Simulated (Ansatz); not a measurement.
The reference is ZnTe in the zinc blende structure (space group F-43m, No. 216; a = 6.179 Å). Axes: x, y, z lie along the cube axes.

The values are results of DFT with PBE, PAW potentials and a 420 eV plane-wave cutoff in Ansatz (a first-principles code), without spin-orbit coupling, not measurements.

A first run, uniaxial strain ε_yy = +1.59 %, gives secant values C11 ≈ 62 GPa and C12 ≈ 31 GPa from its stress. A second run applies isotropic strain −2.09 %.

### Question
What does linear elasticity predict for the bulk modulus −ΔP/(ΔV/V₀) in the second run, and what does the run give?

### Answer
Linear elasticity: (C11 + 2 C12)/3 = 41 GPa. The run gives 52 GPa; any difference comes from nonlinear terms at these strains and numerical noise.

Stability against distortions was not tested.
